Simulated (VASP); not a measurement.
# LiH (Pm-3m) in VASP: settings compared

The runs below take LiH through single point, relaxation of cell and atoms, with PBE, r2SCANh, PBEsol.

All numbers are computed with VASP 6.6.1; they aren't measurements. Logs are shortened: lines on timing, memory, paths and dates and some standing lists are left out, and cuts for length are marked.

### Step 1. Starting point

The structure is cubic, space group Pm-3m (No. 221). Conventional cell: a = 2.506 Å, b = 2.506 Å, c = 2.506 Å, α = 90.00°, β = 90.00°, γ = 90.00°. Li (site symmetry m-3m) has 8 H at 2.17 Å as nearest neighbours. H (site symmetry m-3m) has 8 Li at 2.17 Å as nearest neighbours.

The cell was built by a generator and needn't be a form met in nature.

### Step 2. Single point, PBE

Contents of INCAR:

```
SYSTEM = LiH
PREC = Accurate
ENCUT = 520
EDIFF = 1E-6
ISMEAR = -1
SIGMA = 0.02
LREAL = .False.
LASPH = .True.
NELM = 100
ALGO = Fast
ISIF = 2
LWAVE = .False.
LCHARG = .True.
GGA = PE
LELF = .True.
LVHAR = .True.
NBANDS = 9
```

Contents of KPOINTS:

```
regular mesh
0
Gamma
  12 12 12
  0 0 0
```

Contents of POSCAR:

```
LiH
1.0
    2.5060075176      0.0000000000      0.0000000000
    0.0000000000      2.5060075176      0.0000000000
    0.0000000000      0.0000000000      2.5060075176
Li H
1 1
Direct
    0.0000000000      0.0000000000      0.0000000000
    0.5000000000      0.5000000000      0.5000000000
```

Potentials or basis: VASP PAW PBE potentials, release 64 (Li_sv, H).

Started as:

```bash
> cat potpaw_PBE.64/Li_sv/POTCAR potpaw_PBE.64/H/POTCAR > POTCAR
> mpirun -np 1 vasp_std > vasp.out
```

OUTCAR:

```text
SYSTEM = LiH
   PREC = Accurate
   ENCUT = 520
   EDIFF = 1E-6
   ISMEAR = -1
   LREAL = .False.
   LASPH = .True.
   NELM = 100
   ISIF = 2
   GGA = PE

 ion  position               nearest neighbor table
   1  0.000  0.000  0.000-
   2  0.500  0.500  0.500-

  LATTYP: Found a simple cubic cell.
 ALAT       =     2.5060075176

  Lattice vectors:

 A1 = (   2.5060075176,   0.0000000000,   0.0000000000)
 A2 = (   0.0000000000,   2.5060075176,   0.0000000000)
 A3 = (   0.0000000000,   0.0000000000,   2.5060075176)

Analysis of symmetry for initial positions (statically):
=====================================================================
 Subroutine PRICEL returns:
 Original cell was already a primitive cell.

 Routine SETGRP: Setting up the symmetry group for a
 simple cubic supercell.

 Subroutine GETGRP returns: Found 48 space group operations
 (whereof 48 operations were pure point group operations)
 out of a pool of 48 trial point group operations.

The static configuration has the point symmetry O_h .

Analysis of symmetry for dynamics (positions and initial velocities):
=====================================================================
 Subroutine PRICEL returns:
 Original cell was already a primitive cell.

 Routine SETGRP: Setting up the symmetry group for a
 simple cubic supercell.

 Subroutine GETGRP returns: Found 48 space group operations
 (whereof 48 operations were pure point group operations)
 out of a pool of 48 trial point group operations.

The dynamic configuration has the point symmetry O_h .

 Subroutine INISYM returns: Found 48 space group operations
 (whereof 48 operations are pure point group operations),
 and found     1 'primitive' translations

----------------------------------------------------------------------------------------

                                     Primitive cell

  volume of cell :      15.7379

  direct lattice vectors                    reciprocal lattice vectors
     2.506007518  0.000000000  0.000000000     0.399041101  0.000000000  0.000000000
     0.000000000  2.506007518  0.000000000     0.000000000  0.399041101  0.000000000
     0.000000000  0.000000000  2.506007518     0.000000000  0.000000000  0.399041101

  length of vectors
     2.506007518  2.506007518  2.506007518     0.399041101  0.399041101  0.399041101

  position of ions in fractional coordinates (direct lattice)
     0.000000000  0.000000000  0.000000000
     0.500000000  0.500000000  0.500000000

  ion indices of the primitive-cell ions
   primitive index   ion index
                 1           1
                 2           2

----------------------------------------------------------------------------------------

 KPOINTS: regular mesh

Automatic generation of k-mesh.
 Grid dimensions read from file:
 generate k-points for:   12   12   12

 Generating k-lattice:

  Cartesian coordinates                     Fractional coordinates (reciprocal lattice)
     0.033253425  0.000000000  0.000000000     0.083333333  0.000000000  0.000000000
     0.000000000  0.033253425  0.000000000     0.000000000  0.083333333  0.000000000
     0.000000000  0.000000000  0.033253425     0.000000000  0.000000000  0.083333333

  Length of vectors
     0.033253425  0.033253425  0.033253425

  Shift w.r.t. Gamma in fractional coordinates (k-lattice)
     0.000000000  0.000000000  0.000000000

 Subroutine IBZKPT returns following result:
 ===========================================

 Found     84 irreducible k-points:

 Following reciprocal coordinates:
            Coordinates               Weight
  0.000000  0.000000  0.000000      1.000000
  0.083333  0.000000  0.000000      6.000000
  0.166667  0.000000  0.000000      6.000000
  0.250000  0.000000  0.000000      6.000000
  0.333333  0.000000  0.000000      6.000000
  0.416667  0.000000  0.000000      6.000000
[... 16 lines left out ...]
  0.333333  0.333333  0.000000     12.000000
  0.416667  0.333333  0.000000     24.000000
 [... further k-points ...]
   k-points           NKPTS =     84   k-points in BZ     NKDIM =     84   number of bands    NBANDS=      9
   number of dos      NEDOS =    301   number of ions     NIONS =      2
   total plane-waves  NPLWV =   8000
   dimension x,y,z NGX =    20 NGY =   20 NGZ =   20
   dimension x,y,z NGXF=    40 NGYF=   40 NGZF=   40
   ions per type =               1   1
   NGX,Y,Z   is equivalent  to a cutoff of  13.27, 13.27, 13.27 a.u.
   NGXF,Y,Z  is equivalent  to a cutoff of  26.54, 26.54, 26.54 a.u.
 SYSTEM =  LiH
   PREC   = accura    normal or accurate (medium, high low for compatibility)
   ISTART =      0    job   : 0-new  1-cont  2-samecut
   ICHARG =      2    charge: 1-file 2-atom 10-const
   ISPIN  =      1    spin polarized calculation?
   LNONCOLLINEAR =      F non collinear calculations
   LSORBIT =      F    spin-orbit coupling
   LASPH  =      T    aspherical Exc in radial PAW
   ENCUT  =  520.0 eV  38.22 Ry    6.18 a.u.   4.66  4.66  4.66*2*pi/ulx,y,z
   NELM   =    100;   NELMIN=  2; NELMDL= -5     # of ELM steps
   EDIFF  = 0.1E-05   stopping-criterion for ELM
   LREAL  =      F    real-space projection
   EDIFFG = 0.1E-04   stopping-criterion for IOM
   NSW    =      0    number of steps for IOM
   IBRION =     -1    ionic relax: 0-MD 1-quasi-New 2-CG
   NFREE  =      0    steps in history (QN), initial steepest desc. (CG)
   ISIF   =      2    stress and relaxation
   ISYM   =      2    0-nonsym 1-usesym 2-fastsym
   POTIM  = 0.5000    time-step for ionic-motion
   TEBEG  =    0.0;   TEEND  =   0.0 temperature during run
   PSTRESS=    0.0 pullay stress
   NELECT =       4.0000    total number of electrons
   NUPDOWN=      -1.0000    fix difference up-down
   EMIN   =  10.00;   EMAX   =-10.00  energy-range for DOS
   EFERMI =   0.00;   METHOD = LEGACY
   ISMEAR =    -1;   SIGMA  =   0.02  broadening in eV -4-tet -1-fermi 0-gaus
   EFERMI_NEDOS =   21; number of points for ismear=-14 and -15
   IALGO  =     68    algorithm
   IMIX   =      4    mixing-type and parameters
     AMIX     =   0.40;   BMIX     =  1.00
     AMIX_MAG =   1.60;   BMIX_MAG =  1.00
  volume/ion in A,a.u.               =       7.87        53.10
  Fermi-wavevector in a.u.,A,eV,Ry     =   1.037001  1.959648 14.631308  1.075371
  Thomas-Fermi vector in A             =   2.171418
   LORBIT       =      0    0 simple, 1 ext, 2 COOP (PROOUT), +10 PAW based schemes
   GGA     = PE    functional components
   LHFCALC =     F    Hartree Fock is set to
   AEXX    =    0.0000 exact exchange contribution
   IVDW    =     0    specifies the selected vdW correction
   LEPSILON=     F    determine dielectric tensor
   LRPA    =     F    only Hartree local field effects (RPA)
 non-spin polarized calculation
 RMM-DIIS sequential band-by-band and
  energy-cutoff  :      520.00
  volume of cell :       15.74
 maximum number of plane-waves:       449
 NGX is ok and might be reduce to    20
   NGX =  9   NGY =  9   NGZ =  9

 number of electron       4.0000012 magnetization

 Free energy of the ion-electron system (eV)
  ---------------------------------------------------
  ext. energy  EPLUGINS =         0.00000000
  ---------------------------------------------------
  free energy    TOTEN  =        -5.65997860 eV

  energy without entropy =       -5.65997860  energy(sigma->0) =       -5.65997860

 E-fermi :   3.8563     XC(G=0):  -8.6427

 val. band max:        3.5127369087   @ k =   0.5000   0.5000   0.5000
 cond. band min:       4.2442950152   @ k =   0.5000   0.0000   0.0000
 fundamental gap:      0.7315581064
 Fermi energy:         3.8562839666

 k-point     1 :       0.0000    0.0000    0.0000
  band No.  band energies     occupation
      1     -44.6060      2.00000
      2      -5.2884      2.00000
      3      15.4482      0.00000
      4      15.4482      0.00000
      5      15.4482      0.00000
      6      16.0210      0.00000
      7      18.5876      0.00000
      8      18.5876      0.00000
      9      35.1155      0.00000

 k-point     2 :       0.0833    0.0000    0.0000
  band No.  band energies     occupation
      1     -44.6026      2.00000
      2      -5.1832      2.00000
      3      13.2714      0.00000
      4      15.6041      0.00000
      5      15.6041      0.00000
      6      16.1701      0.00000
      7      18.7529      0.00000
      8      20.8440      0.00000
      9      34.0300      0.00000

 k-point     3 :       0.1667    0.0000    0.0000
  band No.  band energies     occupation
      1     -44.5929      2.00000
      2      -4.8757      2.00000
      3      10.5434      0.00000
      4      15.9382      0.00000
      5      16.0691      0.00000
      6      16.0691      0.00000
      7      19.2482      0.00000
      8      24.5013      0.00000
      9      31.5739      0.00000

 k-point     4 :       0.2500    0.0000    0.0000
  band No.  band energies     occupation
      1     -44.5797      2.00000
      2      -4.3956      2.00000
      3       8.1162      0.00000
      4      15.5921      0.00000
      5      16.8319      0.00000
      6      16.8319      0.00000
      7      20.0723      0.00000
      8      28.3237      0.00000
      9      28.8760      0.00000

 k-point     5 :       0.3333    0.0000    0.0000
  band No.  band energies     occupation
      1     -44.5665      2.00000
      2      -3.8130      2.00000
      3       6.1317      0.00000
      4      15.2454      0.00000
      5      17.8586      0.00000
      6      17.8586      0.00000
      7      21.2199      0.00000
      8      26.3676      0.00000
      9      26.3676      0.00000

 k-point     6 :       0.4167    0.0000    0.0000
  band No.  band energies     occupation
      1     -44.5568      2.00000
      2      -3.2799      2.00000
      3       4.7563      0.00000
      4      14.9955      0.00000
      5      19.0238      0.00000
      6      19.0238      0.00000
      7      22.6667      0.00000
      8      24.2894      0.00000
      9      24.2894      0.00000
[... 169 lines left out ...]
 k-point    21 :       0.4167    0.2500    0.0000
  band No.  band energies     occupation
      1     -44.5331      2.00000
      2      -2.0244      2.00000
      3       5.1674      0.00000
      4       9.9288      0.00000
      5      15.1069      0.00000
      6      20.2947      0.00000
      7      22.0429      0.00000
      8      25.6569      0.00000
      9      29.3018      0.00000

 k-point    22 :       0.5000    0.2500    0.0000
  band No.  band energies     occupation
      1     -44.5298      2.00000
      2      -1.7270      2.00000
      3       4.6180      0.00000
      4      10.0468      0.00000
      5      14.9465      0.00000
      6      20.9269      0.00000
      7      21.8182      0.00000
      8      24.7694      0.00000
      9      29.2708      0.00000

 k-point    23 :       0.3333    0.3333    0.0000
  band No.  band energies     occupation
      1     -44.5301      2.00000
      2      -1.9016      2.00000
      3       6.3701      0.00000
      4       8.0779      0.00000
      5      14.6065      0.00000
      6      20.1501      0.00000
      7      22.5279      0.00000
      8      27.5601      0.00000
      9      29.1399      0.00000

 k-point    24 :       0.4167    0.3333    0.0000
  band No.  band energies     occupation
      1     -44.5212      2.00000
      2      -1.1313      2.00000
      3       5.3813      0.00000
      4       7.7606      0.00000
      5      13.9256      0.00000
      6      21.1880      0.00000
      7      22.5801      0.00000
      8      26.6084      0.00000
      9      28.8110      0.00000

 [... further k-points ...]

------------------------ aborting loop because EDIFF is reached ----------------------------------------

  FORCE on cell =-STRESS in cart. coord.  units (eV):
  Direction    XX          YY          ZZ          XY          YZ          ZX
  --------------------------------------------------------------------------------------
  -------------------------------------------------------------------------------------
  Total       -0.0073286     -0.0073286     -0.0073286     -0.0000000      0.0000000     -0.0000000
  in kB       -0.7460773     -0.7460773     -0.7460773     -0.0000000      0.0000000     -0.0000000
  external PRESSURE =      -0.7460773 kB  Pullay stress =       0.0000000 kB

 VOLUME and BASIS-vectors are now :
 -----------------------------------------------------------------------------
  energy-cutoff  :      520.00
  volume of cell :       15.74
      direct lattice vectors                 reciprocal lattice vectors
     2.506007518  0.000000000  0.000000000     0.399041101  0.000000000  0.000000000
     0.000000000  2.506007518  0.000000000     0.000000000  0.399041101  0.000000000
     0.000000000  0.000000000  2.506007518     0.000000000  0.000000000  0.399041101

 POSITION                                       TOTAL-FORCE (eV/Angst)
 -----------------------------------------------------------------------------------
      0.00000      0.00000      0.00000         0.000000      0.000000      0.000000
      1.25300      1.25300      1.25300         0.000000      0.000000      0.000000
 -----------------------------------------------------------------------------------
    total drift:                               -0.000000      0.000000      0.000000

  FREE ENERGIE OF THE ION-ELECTRON SYSTEM (eV)
  ---------------------------------------------------
  free  energy   TOTEN  =        -5.6599786025 eV

  energy  without entropy=       -5.6599786025  energy(sigma->0) =       -5.65997860
```

It took 6.9 s on 1 thread of Intel Xeon Platinum 8488C (Sapphire Rapids), shared host; peak memory 0.12 GiB.

Results:

```
Free energy            : -5.6600 eV
Band gap on the k mesh : 0.73 eV, indirect (least direct gap 4.21 eV)
```

Caveat: the cutoff is under 1.25 times the usual one of these potentials, so pressure, stress and relaxed cells hold a basis-set (Pulay) error. A k mesh can miss the band edges.

(Part 1 of 2 ends here.)
